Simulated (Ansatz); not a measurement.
# PbS in Ansatz: the effect of functional

PbS:

```
CELL_PARAMETERS angstrom
2.14046 1.23580 3.49734
-2.14046 1.23580 3.49734
0.00000 -2.47159 3.49734
ATOMIC_POSITIONS crystal
Pb 0.98057 0.98057 0.98057
S 0.47504 0.47504 0.47504
```

The cell is a database's computed one.

The cell isn't the ideal one: volume scaled by 1.04.

Alike in all runs:

- Program: Ansatz 0.2.0
- Task: single point
- Potentials or basis: Ansatz PAW
- k mesh: 8 × 8 × 8
- Occupations: fermi-dirac, width 0.05 eV
- Spin: no spin polarisation

Q: One run gave: gap on the mesh 0.45 eV; pressure -5.4 GPa; largest force 0.02 eV/Å. Which functional did it use?
A. LDA
B. PBEsol
C. r2SCAN

A: A.

```csv
functional,cutoff,gap on the mesh (eV),pressure (GPa),largest force (eV/Å)
LDA,420 eV (not typed: the program's choice for these potentials),0.45,-5.4,0.02
PBEsol,420 eV (not typed: the program's choice for these potentials),0.47,-3.9,0.01
r2SCAN,500 eV (not typed: the program's choice for these potentials),0.84,-2.1,0.01
```

Caveats: spin-orbit coupling is left out, which as a rule narrows the gap of such compounds by several tenths of an eV; the PAW data sets come from PBE, with cores solved anew for the run's functional, which leaves a small shift of forces and pressure.

A k mesh can miss the band edges.
